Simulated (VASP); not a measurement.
# Ag in VASP: relaxation of the atoms with PBE

Aim: the relaxation of the atoms of Ag with PBE.

Program: VASP 6.6.1. These are calculated values, not measurements. Logs are shortened: lines on timing, memory, paths and dates and some standing lists are left out, and cuts for length are marked.

## (1) The structure

The cell holds a slab with vacuum, 4 atoms: a = 2.923 Å, b = 2.923 Å, c = 29.249 Å, α = 90.00°, β = 90.00°, γ = 120.00°.

The cell was built by a generator and needn't be a form met in nature.

## (2) Relaxation of the atoms, PBE

Input file INCAR:

```
PREC = Accurate
ENCUT = 520
EDIFF = 1E-6
ISMEAR = 1
SIGMA = 0.1
LREAL = False
LASPH = True
NELM = 120
ALGO = Normal
ISIF = 2
LWAVE = False
LCHARG = False
LDIPOL = True
IDIPOL = 3
DIPOL = 0.5 0.5 0.500
GGA = PE
IBRION = 2
NSW = 90
EDIFFG = -0.02
KPAR = 2
```

Input file KPOINTS:

```
regular mesh
0
Gamma
  13 13 1
```

Input file POSCAR:

```
Ag
1.0
    1.4613884900      2.5311991400      0.0000000000
   -2.9227769700      0.0000000000      0.0000000000
    0.0000000000      0.0000000000     29.2490871400
Ag
4
Direct
    0.0000000000      1.0000000000      0.3787585100
    0.6666670000      0.3333330000      0.4595861700
    0.3333340000      0.6666660000      0.5404138300
    0.0000000000      1.0000000000      0.6212414900
```

Potentials or basis: VASP PAW PBE potentials, release 64 (Ag).

The run is started by

```
$ cat potpaw_PBE.64/Ag/POTCAR > POTCAR
$ mpirun -np 2 vasp_std > vasp.out
```

OUTCAR:

```text
PREC = Accurate
   ENCUT = 520
   EDIFF = 1E-6
   ISMEAR = 1
   LREAL = False
   LASPH = True
   NELM = 120
   ISIF = 2
   GGA = PE
   IBRION = 2
   NSW = 90
   EDIFFG = -0.02

 ion  position               nearest neighbor table
   1  0.000  0.000  0.379-   2 2.90   2 2.90   2 2.90
   2  0.667  0.333  0.460-   3 2.90   1 2.90   3 2.90   1 2.90   3 2.90   1 2.90
   3  0.333  0.667  0.540-   4 2.90   2 2.90   4 2.90   2 2.90   2 2.90   4 2.90
   4  0.000  0.000  0.621-   3 2.90   3 2.90   3 2.90

  LATTYP: Found a hexagonal cell.
 ALAT       =     2.9227770023
 C/A-ratio  =    10.0072934463

  Lattice vectors:

 A1 = (   1.4613884900,   2.5311991400,   0.0000000000)
 A2 = (  -2.9227769700,   0.0000000000,   0.0000000000)
 A3 = (   0.0000000000,   0.0000000000,  29.2490871400)

Analysis of symmetry for initial positions (statically):
=====================================================================
 Subroutine PRICEL returns:
 Original cell was already a primitive cell.

 Routine SETGRP: Setting up the symmetry group for a
 hexagonal supercell.

 Subroutine GETGRP returns: Found 12 space group operations
 (whereof 12 operations were pure point group operations)
 out of a pool of 24 trial point group operations.

The static configuration has the point symmetry D_3d.

Analysis of symmetry for dynamics (positions and initial velocities):
=====================================================================
 Subroutine PRICEL returns:
 Original cell was already a primitive cell.

 Routine SETGRP: Setting up the symmetry group for a
 hexagonal supercell.

 Subroutine GETGRP returns: Found 12 space group operations
 (whereof 12 operations were pure point group operations)
 out of a pool of 24 trial point group operations.

The dynamic configuration has the point symmetry D_3d.

 Subroutine INISYM returns: Found 12 space group operations
 (whereof 12 operations are pure point group operations),
 and found     1 'primitive' translations

----------------------------------------------------------------------------------------

                                     Primitive cell

  volume of cell :     216.3886

  direct lattice vectors                    reciprocal lattice vectors
     1.461388490  2.531199140  0.000000000     0.000000000  0.395069666  0.000000000
    -2.922776970  0.000000000  0.000000000    -0.342140372  0.197534834  0.000000000
     0.000000000  0.000000000 29.249087140     0.000000000  0.000000000  0.034189101

  length of vectors
     2.922777002  2.922776970 29.249087140     0.395069666  0.395069671  0.034189101

  position of ions in fractional coordinates (direct lattice)
     0.000000000  0.000000000  0.378758510
     0.666667000  0.333333000  0.459586170
     0.333334000  0.666666000  0.540413830
     0.000000000  0.000000000  0.621241490

  ion indices of the primitive-cell ions
   primitive index   ion index
                 1           1
                 2           2
                 3           3
                 4           4

----------------------------------------------------------------------------------------

 KPOINTS: regular mesh

Automatic generation of k-mesh.
 Grid dimensions read from file:
 generate k-points for:   13   13    1

 Generating k-lattice:

  Cartesian coordinates                     Fractional coordinates (reciprocal lattice)
     0.000000000  0.030389974  0.000000000     0.076923077  0.000000000  0.000000000
    -0.026318490  0.015194987  0.000000000     0.000000000  0.076923077  0.000000000
     0.000000000  0.000000000  0.034189101     0.000000000  0.000000000  1.000000000

  Length of vectors
     0.030389974  0.030389975  0.034189101

  Shift w.r.t. Gamma in fractional coordinates (k-lattice)
     0.000000000  0.000000000  0.000000000

 Subroutine IBZKPT returns following result:
 ===========================================

 Found     21 irreducible k-points:

 Following reciprocal coordinates:
            Coordinates               Weight
  0.000000  0.000000  0.000000      1.000000
  0.076923  0.000000  0.000000      6.000000
  0.153846  0.000000  0.000000      6.000000
  0.230769  0.000000  0.000000      6.000000
  0.307692  0.000000  0.000000      6.000000
  0.384615  0.000000  0.000000      6.000000
[... 13 lines left out ...]
  0.384615  0.230769  0.000000      6.000000
  0.307692  0.307692  0.000000      6.000000
   k-points           NKPTS =     21   k-points in BZ     NKDIM =     21   number of bands    NBANDS=     26
   number of dos      NEDOS =    301   number of ions     NIONS =      4
   total plane-waves  NPLWV = 129024
   dimension x,y,z NGX =    24 NGY =   24 NGZ =  224
   dimension x,y,z NGXF=    48 NGYF=   48 NGZF=  448
   ions per type =               4
   NGX,Y,Z   is equivalent  to a cutoff of  13.65, 13.65, 12.73 a.u.
   NGXF,Y,Z  is equivalent  to a cutoff of  27.30, 27.30, 25.46 a.u.
 SYSTEM =  unknown system
   PREC   = accura    normal or accurate (medium, high low for compatibility)
   ISTART =      0    job   : 0-new  1-cont  2-samecut
   ICHARG =      2    charge: 1-file 2-atom 10-const
   ISPIN  =      1    spin polarized calculation?
   LNONCOLLINEAR =      F non collinear calculations
   LSORBIT =      F    spin-orbit coupling
   LASPH  =      T    aspherical Exc in radial PAW
   ENCUT  =  520.0 eV  38.22 Ry    6.18 a.u.   5.43  5.43 54.38*2*pi/ulx,y,z
   NELM   =    120;   NELMIN=  2; NELMDL= -5     # of ELM steps
   EDIFF  = 0.1E-05   stopping-criterion for ELM
   LREAL  =      F    real-space projection
   EDIFFG = -.2E-01   stopping-criterion for IOM
   NSW    =     90    number of steps for IOM
   IBRION =      2    ionic relax: 0-MD 1-quasi-New 2-CG
   NFREE  =      1    steps in history (QN), initial steepest desc. (CG)
   ISIF   =      2    stress and relaxation
   ISYM   =      2    0-nonsym 1-usesym 2-fastsym
   POTIM  = 0.5000    time-step for ionic-motion
   TEBEG  =    0.0;   TEEND  =   0.0 temperature during run
   PSTRESS=    0.0 pullay stress
   NELECT =      44.0000    total number of electrons
   NUPDOWN=      -1.0000    fix difference up-down
   EMIN   =  10.00;   EMAX   =-10.00  energy-range for DOS
   EFERMI =   0.00;   METHOD = LEGACY
   ISMEAR =     1;   SIGMA  =   0.10  broadening in eV -4-tet -1-fermi 0-gaus
   EFERMI_NEDOS =   21; number of points for ismear=-14 and -15
   IALGO  =     38    algorithm
   IMIX   =      4    mixing-type and parameters
     AMIX     =   0.40;   BMIX     =  1.00
     AMIX_MAG =   1.60;   BMIX_MAG =  1.00
  volume/ion in A,a.u.               =      54.10       365.07
  Fermi-wavevector in a.u.,A,eV,Ry     =   0.962678  1.819197 12.609179  0.926749
  Thomas-Fermi vector in A             =   2.092157
   LORBIT       =      0    0 simple, 1 ext, 2 COOP (PROOUT), +10 PAW based schemes
   GGA     = PE    functional components
   LHFCALC =     F    Hartree Fock is set to
   AEXX    =    0.0000 exact exchange contribution
   IVDW    =     0    specifies the selected vdW correction
   LEPSILON=     F    determine dielectric tensor
   LRPA    =     F    only Hartree local field effects (RPA)
 conjugate gradient relaxation of ions
 non-spin polarized calculation
 Methfessel and Paxton  Order N= 1 SIGMA  =   0.10
  energy-cutoff  :      520.00
  volume of cell :      216.39
 maximum number of plane-waves:      5929
 NGX is ok and might be reduce to    24
   NGX = 11   NGY = 11   NGZ =109

--------------------------------------- Ionic step        1  -------------------------------------------

 number of electron      44.0000013 magnetization

 Free energy of the ion-electron system (eV)
  ---------------------------------------------------
  ext. energy  EPLUGINS =         0.00000000
  ---------------------------------------------------
  free energy    TOTEN  =       -10.18162215 eV

  energy without entropy =      -10.18135134  energy(sigma->0) =      -10.18153188

------------------------ aborting loop because EDIFF is reached ----------------------------------------

  FORCE on cell =-STRESS in cart. coord.  units (eV):
  Direction    XX          YY          ZZ          XY          YZ          ZX
  --------------------------------------------------------------------------------------
  -------------------------------------------------------------------------------------
  Total       -0.4511003     -0.4511003      0.4486372     -0.0000000      0.0000000     -0.0000000
  in kB       -3.3400225     -3.3400226      3.3217854     -0.0000000      0.0000000     -0.0000000
  external PRESSURE =      -1.1194199 kB  Pullay stress =       0.0000000 kB
[... 209 lines left out ...]
  FREE ENERGIE OF THE ION-ELECTRON SYSTEM (eV)
  ---------------------------------------------------
  free  energy   TOTEN  =       -10.1838196066 eV

  energy  without entropy=      -10.1835563129  energy(sigma->0) =      -10.18373184

 dipolmoment           0.000000      0.000000      0.000000 electrons x Angstroem

--------------------------------------- Ionic step        7  -------------------------------------------

 number of electron      44.0000010 magnetization

 dipolmoment           0.000000      0.000000     -0.000000 electrons x Angstroem

 Free energy of the ion-electron system (eV)
  ---------------------------------------------------
  ext. energy  EPLUGINS =         0.00000000
  ---------------------------------------------------
  free energy    TOTEN  =       -10.18406707 eV

  energy without entropy =      -10.18362799  energy(sigma->0) =      -10.18392071

 E-fermi :  -0.4846     XC(G=0):  -4.5049

 val. band max:       -0.5354542787   @ k =   0.3846   0.0769   0.0000
 cond. band min:      -0.4081848103   @ k =   0.3077   0.0769   0.0000
 fundamental gap:      0.1272694684
 Fermi energy:        -0.4846403946

 k-point     1 :       0.0000    0.0000    0.0000
  band No.  band energies     occupation
      1      -7.5954      2.00000
      2      -6.7350      2.00000
      3      -6.4322      2.00000
      4      -6.2770      2.00000
      5      -5.1301      2.00000
      6      -5.1017      2.00000
[... 598 lines left out ...]
     25       3.9736      0.00000
     26       4.6668      0.00000

------------------------ aborting loop because EDIFF is reached ----------------------------------------

 vacuum level on the upper side and lower side of the slab       (xc-potential included)        -0.008        -0.008

  FORCE on cell =-STRESS in cart. coord.  units (eV):
  Direction    XX          YY          ZZ          XY          YZ          ZX
  --------------------------------------------------------------------------------------
  -------------------------------------------------------------------------------------
  Total       -0.6445536     -0.6445536     -0.0382365     -0.0000000      0.0000000     -0.0000000
  in kB       -4.7723832     -4.7723834     -0.2831092     -0.0000000      0.0000000     -0.0000000
  external PRESSURE =      -3.2759586 kB  Pullay stress =       0.0000000 kB

 VOLUME and BASIS-vectors are now :
 -----------------------------------------------------------------------------
  energy-cutoff  :      520.00
  volume of cell :      216.39
      direct lattice vectors                 reciprocal lattice vectors
     1.461388490  2.531199140  0.000000000     0.000000000  0.395069666  0.000000000
    -2.922776970  0.000000000  0.000000000    -0.342140372  0.197534834  0.000000000
     0.000000000  0.000000000 29.249087140     0.000000000  0.000000000  0.034189101
[... 10 lines left out ...]
  FREE ENERGIE OF THE ION-ELECTRON SYSTEM (eV)
  ---------------------------------------------------
  free  energy   TOTEN  =       -10.1840670742 eV

  energy  without entropy=      -10.1836279935  energy(sigma->0) =      -10.18392071

 reached required accuracy - stopping structural energy minimisation

 vacuum level on the upper side and lower side of the slab         4.085         4.085
```

Run time: 2.6 min. Hardware: 2 MPI ranks of Intel Xeon Platinum 8488C (Sapphire Rapids), shared host; peak memory 0.39 GiB.

Results:

```yaml
Free_energy: -10.1841 eV
Energy_gained_by_relaxing: 0.6 meV/atom
Ionic_steps: 7
Band_gap_on_the_k_mesh: none (metal or under the smearing width)
```

Step by step:
```csv
step,energy change (eV),largest force (eV/Å),pressure (GPa)
1,0.0000,0.0513,-0.11
2,-0.0005,0.0504,-0.13
3,-0.0014,0.0470,-0.18
4,-0.0015,0.0796,-0.27
5,-0.0017,0.0460,-0.23
6,-0.0022,0.0271,-0.27
7,-0.0024,0.0010,-0.33
```

Final structure:
```xyz
4
Lattice="1.4614 2.5312 0.0000 -2.9228 0.0000 0.0000 0.0000 0.0000 29.2491" Properties=species:S:1:pos:R:3 pbc="T T T"
Ag    0.0000    0.0000   11.0446
Ag    0.0000    1.6875   13.4264
Ag   -1.4614    0.8437   15.8227
Ag    1.4614    2.5312   18.2045
```
